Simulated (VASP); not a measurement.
Wanted: the native input for a VASP 6.6.1 run.

```yaml
Task: relaxation of cell and atoms
Functional: PBEsol
Potentials_or_basis: VASP PAW PBE potentials, release 64 (Ti_sv, O)
Cutoff: 600 eV
k_mesh: 6 × 6 × 10
Occupations: gaussian, width 0.03 eV
Spin: no spin polarisation
Further_INCAR_settings: ALGO = Normal; EDIFF = 1e-06; IBRION = 2; EDIFFG = -0.01; NSW = 90; ISIF = 3
```

The structure of TiO2 (Rutile) lies in POSCAR:

```
TiO2
1.0
    4.5922000000      0.0000000000      0.0000000000
    0.0000000000      4.5922000000      0.0000000000
    0.0000000000      0.0000000000      2.9574000000
Ti O
2 4
Direct
    0.0000000000      0.0000000000      0.0000000000
    0.5000000000      0.5000000000      0.5000000000
    0.3049600000      0.3049600000      0.0000000000
    0.1950400000      0.8049600000      0.5000000000
    0.6950400000      0.6950400000      0.0000000000
    0.8049600000      0.1950400000      0.5000000000
```

One way to write it, as run:

INCAR

```
SYSTEM = TiO2
ALGO     = Normal         ! electronic algorithm
EDIFF    = 1E-6           ! SCF threshold, eV
EDIFFG   = -0.01          ! ionic threshold
ENCUT    = 600            ! plane-wave cutoff, eV
GGA      = PS             ! functional
IBRION   = 2              ! ionic algorithm
ISIF     = 3              ! what is computed and relaxed
ISMEAR   = 0              ! smearing method
KPAR     = 4            
LASPH    = .True.         ! aspherical terms in the spheres
LCHARG   = .False.        ! write CHGCAR
LREAL    = .False.        ! projectors in reciprocal space
LWAVE    = .False.        ! write WAVECAR
NELM     = 80             ! most SCF steps
NSW      = 90             ! ionic steps
PREC     = Accurate       ! precision mode
SIGMA    = 0.03           ! smearing width, eV
```

KPOINTS

```
k-points
0
Gamma
  6 6 10
  0 0 0
```

Potentials or basis: VASP PAW PBE potentials, release 64 (Ti_sv, O).

Launch:

```console
$ cat potpaw_PBE.64/Ti_sv/POTCAR potpaw_PBE.64/O/POTCAR > POTCAR
$ mpirun -np 4 vasp_std > vasp.out
```

It gave:

```
Relaxed volume                         : 10.34 Å³/atom
Relaxed cell                           : a = 4.592 Å, b = 4.592 Å, c = 2.942 Å, α = 90.00°, β = 90.00°, γ = 90.00°
Space group after relaxing (to 0.05 Å) : P4_2/mnm (No. 136)
Energy gained by relaxing              : 0.5 meV/atom
Ionic steps                            : 4
Pressure after relaxing                : 0.0 GPa
Largest force after relaxing           : 0.006 eV/Å
Band gap on the k mesh                 : 1.83 eV, direct
```

Caveat: the PAW data sets were made with another functional, which shifts forces and pressure a little.

Run time: 44 s on 4 MPI ranks on Intel(R) Xeon(R) 6975P-C (Granite Rapids), with other jobs on the host, peak memory 0.25 GiB a rank.
